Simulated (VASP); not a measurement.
# CuO (F-43m) in VASP: a series of runs

The runs below take CuO through single point, with r2SCAN+U.

Program: VASP 6.6.1. These are calculated values, not measurements. Logs are shortened: lines on timing, memory, paths and dates and some standing lists are left out, and cuts for length are marked.

## Step 1: Starting point

It takes space group F-43m (No. 216, cubic). Conventional cell: a = 4.655 Å, b = 4.655 Å, c = 4.655 Å, α = 90.00°, β = 90.00°, γ = 90.00°. Around Cu (site symmetry -43m) lie 4 O at 2.02 Å. O (site symmetry -43m) has 4 Cu at 2.02 Å as nearest neighbours.

Measurements of this composition are mostly on another form, of space group No. 15.

## Step 2: Single point, r2SCAN+U, collinear spin, antiferromagnetic start

INCAR

```
ALGO = Normal ; EDIFF = 1E-6
ENCUT = 520 ; ISIF = 2
ISMEAR = 0 ; ISPIN = 2
LASPH = True ; LCHARG = True
LDAU = True ; LDAUJ = 0 0
LDAUL = 2 -1 ; LDAUPRINT = 1
LDAUTYPE = 2 ; LDAUU = 8 0
LELF = True ; LMAXMIX = 4
LMIXTAU = True ; LORBIT = 11
LREAL = False ; LVHAR = True
LWAVE = False ; MAGMOM = 0.6 -0.6 0 0
METAGGA = R2SCAN ; NBANDS = 29
NELM = 60 ; PREC = Accurate
SIGMA = 0.05
```

KPOINTS

```
k-points
0
Gamma
  7 7 7
```

POSCAR

```
CuO
1.0
    2.3272527300      2.3272527300      4.6545054600
    2.3272527300     -2.3272527300      0.0000000000
    2.3272527300      2.3272527300      0.0000000000
Cu O
2 2
Direct
    0.0000000000      0.0000000000      0.0000000000
    0.5000000000      0.5000000000      0.0000000000
    0.2500000000      0.0000000000      0.2500000000
    0.7500000000      0.5000000000      0.2500000000
```

Potentials or basis: VASP PAW PBE potentials, release 64 (Cu, O).

Run with:

```bash
> cat potpaw_PBE.64/Cu/POTCAR potpaw_PBE.64/O/POTCAR > POTCAR
> mpirun -np 1 vasp_std > vasp.out
```

OUTCAR:

```text
EDIFF = 1E-6
   ENCUT = 520
   ISIF = 2
   ISMEAR = 0
   ISPIN = 2
   LASPH = True
   LORBIT = 11
   LREAL = False
   METAGGA = R2SCAN
   NELM = 60
   PREC = Accurate

 ion  position               nearest neighbor table
   1  0.000  0.000  0.000-   3 2.02   4 2.02   4 2.02   3 2.02
   2  0.500  0.500  0.000-   3 2.02   4 2.02   3 2.02   4 2.02
   3  0.250  0.000  0.250-   1 2.02   2 2.02   2 2.02   1 2.02
   4  0.750  0.500  0.250-   1 2.02   2 2.02   1 2.02   2 2.02

  LATTYP: Found a simple tetragonal cell.
 ALAT       =     3.2912323738
 C/A-ratio  =     1.4142135624

  Lattice vectors:

 A1 = (   2.3272527300,  -2.3272527300,   0.0000000000)
 A2 = (   2.3272527300,   2.3272527300,   0.0000000000)
 A3 = (   0.0000000000,   0.0000000000,   4.6545054600)

Analysis of symmetry for initial positions (statically):
=====================================================================
 Subroutine PRICEL returns following result:

  LATTYP: Found a face centered cubic cell.
 ALAT       =     4.6545054600
[... 12 lines left out ...]
 Subroutine GETGRP returns: Found  8 space group operations
 (whereof  8 operations were pure point group operations)
 out of a pool of 16 trial point group operations.

The static configuration has the point symmetry D_2d.

Analysis of symmetry for dynamics (positions and initial velocities):
=====================================================================
 Subroutine PRICEL returns following result:

  LATTYP: Found a face centered cubic cell.
 ALAT       =     4.6545054600
[... 12 lines left out ...]
 Subroutine GETGRP returns: Found  8 space group operations
 (whereof  8 operations were pure point group operations)
 out of a pool of 16 trial point group operations.

The dynamic configuration has the point symmetry D_2d.

Analysis of structural, dynamic, and magnetic symmetry:
=====================================================================
 Subroutine PRICEL returns following result:

  LATTYP: Found a face centered cubic cell.
 ALAT       =     4.6545054600
[... 12 lines left out ...]
 Subroutine GETGRP returns: Found  8 space group operations
 (whereof  8 operations were pure point group operations)
 out of a pool of 16 trial point group operations.

The overall configuration has the point symmetry D_2d.

 Subroutine INISYM returns: Found  8 space group operations
 (whereof  8 operations are pure point group operations),
 and found     2 'primitive' translations

----------------------------------------------------------------------------------------

                                     Primitive cell

  volume of cell :      25.2093

  direct lattice vectors                    reciprocal lattice vectors
     2.327252730  0.000000000  2.327252730     0.214845596 -0.214845596  0.214845596
     2.327252730  2.327252730  0.000000000     0.214845596  0.214845596 -0.214845596
     0.000000000  2.327252730  2.327252730    -0.214845596  0.214845596  0.214845596

  length of vectors
     3.291232374  3.291232374  3.291232374     0.372123488  0.372123488  0.372123488

  position of ions in fractional coordinates (direct lattice)
     0.000000000  0.000000000  0.000000000
     0.250000000  0.250000000  0.250000000

  ion indices of the primitive-cell ions
   primitive index   ion index
                 1           1
                 2           3

----------------------------------------------------------------------------------------

 KPOINTS: k-points

Automatic generation of k-mesh.
 Grid dimensions read from file:
 generate k-points for:    7    7    7

 Generating k-lattice:

  Cartesian coordinates                     Fractional coordinates (reciprocal lattice)
     0.000000000  0.000000000  0.030692228     0.142857143  0.000000000  0.000000000
     0.030692228 -0.030692228  0.000000000     0.000000000  0.142857143  0.000000000
     0.030692228  0.030692228 -0.030692228     0.000000000  0.000000000  0.142857143

  Length of vectors
[... 84 lines left out ...]
   METAGGA = R2SCAN    functional components
   LHFCALC =     F    Hartree Fock is set to
   AEXX    =    0.0000 exact exchange contribution
   IVDW    =     0    specifies the selected vdW correction
   LEPSILON=     F    determine dielectric tensor
   LRPA    =     F    only Hartree local field effects (RPA)
 spin polarized calculation
 Gauss-broadening in eV      SIGMA  =   0.05
  energy-cutoff  :      520.00
  volume of cell :       50.42
 maximum number of plane-waves:      1374
   NGX = 21   NGY = 13   NGZ = 13

 number of electron      33.9999945 magnetization      -0.0000000

 Free energy of the ion-electron system (eV)
  ---------------------------------------------------
  ext. energy  EPLUGINS =         0.00000000
  ---------------------------------------------------
  free energy    TOTEN  =       -41.07830565 eV

  energy without entropy =      -41.06806972  energy(sigma->0) =      -41.07318769

[... 48 lines left out ...]
  0.0000  0.9830 -0.0000 -0.0000  0.0000
 -0.0000 -0.0000  0.9795  0.0000 -0.0000
 -0.0000 -0.0000  0.0000  0.9830  0.0000
  0.0000  0.0000 -0.0000  0.0000  0.9692

 occupancies and eigenvectors

  o =  0.7552  v =  0.0000  0.2272  0.0000 -0.9738 -0.0000  0.0000  0.0000  0.0000  0.0000  0.0000      0.0000  0.0000  0.0000  0.0000  0.0000  0.0000  0.0000  0.0000  0.0000  0.0000
  o =  0.7552  v =  0.0000 -0.9738  0.0000 -0.2272  0.0000  0.0000  0.0000  0.0000  0.0000  0.0000      0.0000  0.0000  0.0000  0.0000  0.0000  0.0000  0.0000  0.0000  0.0000  0.0000
  o =  0.9692  v =  0.0000  0.0000  0.0000  0.0000  0.0000  0.0000  0.0000  0.0000 -0.0000 -1.0000      0.0000  0.0000  0.0000  0.0000  0.0000  0.0000  0.0000  0.0000  0.0000  0.0000
  o =  0.9730  v =  0.0000  0.0000  1.0000  0.0000 -0.0000  0.0000  0.0000  0.0000  0.0000  0.0000      0.0000  0.0000  0.0000  0.0000  0.0000  0.0000  0.0000  0.0000  0.0000  0.0000
  o =  0.9732  v =  0.0000  0.0000  0.0000  0.0000  0.0000  1.0000  0.0000  0.0000  0.0000  0.0000      0.0000  0.0000  0.0000  0.0000  0.0000  0.0000  0.0000  0.0000  0.0000  0.0000
  o =  0.9757  v =  1.0000  0.0000  0.0000  0.0000  0.0000  0.0000  0.0000  0.0000  0.0000  0.0000      0.0000  0.0000  0.0000  0.0000  0.0000  0.0000  0.0000  0.0000  0.0000  0.0000
  o =  0.9774  v =  0.0000 -0.0000 -0.0000  0.0000 -1.0000  0.0000  0.0000  0.0000  0.0000  0.0000      0.0000  0.0000  0.0000  0.0000  0.0000  0.0000  0.0000  0.0000  0.0000  0.0000
  o =  0.9795  v =  0.0000  0.0000  0.0000  0.0000  0.0000  0.0000 -0.0000 -1.0000  0.0000 -0.0000      0.0000  0.0000  0.0000  0.0000  0.0000  0.0000  0.0000  0.0000  0.0000  0.0000
  o =  0.9830  v =  0.0000  0.0000  0.0000  0.0000  0.0000  0.0000 -0.9626  0.0000 -0.2708  0.0000      0.0000  0.0000  0.0000  0.0000  0.0000  0.0000  0.0000  0.0000  0.0000  0.0000
  o =  0.9830  v =  0.0000  0.0000  0.0000  0.0000  0.0000  0.0000 -0.2708  0.0000  0.9626 -0.0000      0.0000  0.0000  0.0000  0.0000  0.0000  0.0000  0.0000  0.0000  0.0000  0.0000

 number of electron      33.9999943 magnetization      -0.0000000

 Free energy of the ion-electron system (eV)
  ---------------------------------------------------
  ext. energy  EPLUGINS =         0.00000000
  ---------------------------------------------------
  free energy    TOTEN  =       -30.23747691 eV

  energy without entropy =      -30.23435255  energy(sigma->0) =      -30.23591473

 E-fermi :   1.9734     XC(G=0): -11.1284

 val. band max:        1.9692611552   @ k =   0.4286   0.2857   0.1429
 cond. band min:       2.0000567382   @ k =  -0.2857   0.2857   0.2857
 fundamental gap:      0.0307955830
 Fermi energy:         1.9734406452

 spin component 1

 k-point     1 :       0.0000    0.0000    0.0000
  band No.  band energies     occupation
      1     -16.6710      1.00000
      2     -16.1087      1.00000
      3      -3.7030      1.00000
      4      -3.5802      1.00000
      5      -3.5800      1.00000
      6      -3.3498      1.00000
[... 1529 lines left out ...]
     28      21.4843      0.00000
     29      22.1604      0.00000

 [... further k-points ...]

------------------------ aborting loop because EDIFF is reached ----------------------------------------

  FORCE on cell =-STRESS in cart. coord.  units (eV):
  Direction    XX          YY          ZZ          XY          YZ          ZX
  --------------------------------------------------------------------------------------
  -------------------------------------------------------------------------------------
  Total       -5.3353309     -5.3353309     -4.0524577      0.0000000      0.0000000     -0.0000000
  in kB     -169.5435629   -169.5435629   -128.7770408      0.0000000      0.0000000     -0.0000000
  external PRESSURE =    -155.9547222 kB  Pullay stress =       0.0000000 kB

 VOLUME and BASIS-vectors are now :
 -----------------------------------------------------------------------------
  energy-cutoff  :      520.00
  volume of cell :       50.42
      direct lattice vectors                 reciprocal lattice vectors
     2.327252730  2.327252730  4.654505460     0.000000000  0.000000000  0.214845596
     2.327252730 -2.327252730  0.000000000     0.214845596 -0.214845596  0.000000000
     2.327252730  2.327252730  0.000000000     0.214845596  0.214845596 -0.214845596

 POSITION                                       TOTAL-FORCE (eV/Angst)
 -----------------------------------------------------------------------------------
      0.00000      0.00000      0.00000        -0.000000      0.000000     -0.000000
      2.32725      0.00000      2.32725         0.000000     -0.000000     -0.000000
      1.16363      1.16363      1.16363        -0.000000     -0.000000      0.000000
      3.49088      1.16363      3.49088        -0.000000     -0.000000      0.000000
 -----------------------------------------------------------------------------------
    total drift:                               -0.001668     -0.001668     -0.000813

  FREE ENERGIE OF THE ION-ELECTRON SYSTEM (eV)
  ---------------------------------------------------
  free  energy   TOTEN  =       -30.2374769086 eV

  energy  without entropy=      -30.2343525507  energy(sigma->0) =      -30.23591473

 total charge

# of ion       s       p       d       tot
------------------------------------------
    1        0.306   0.321   9.303   9.930
    2        0.306   0.321   9.303   9.930
    3        1.568   3.348   0.000   4.916
    4        1.568   3.348   0.000   4.916
--------------------------------------------------
tot          3.747   7.339  18.606  29.692

 magnetization (x)

# of ion       s       p       d       tot
------------------------------------------
    1       -0.005   0.013   0.452   0.460
    2        0.005  -0.013  -0.452  -0.460
    3        0.000   0.000   0.000   0.000
    4        0.000   0.000   0.000   0.000
--------------------------------------------------
tot          0.000   0.000   0.000   0.000
```

Run time: 3.6 min. Hardware: 1 thread of Intel Xeon 6975P-C (Granite Rapids), shared host; peak memory 0.25 GiB.

The run converged, but a check on its numbers failed (symmetry, net force, bounds or a known fault of this set-up), so they aren't taken as properties of the crystal.

Caveat: the result breaks the symmetry of the cell; the PAW data sets were made with another functional, which shifts forces and pressure a little.

(Continued in part 2 of 2.)
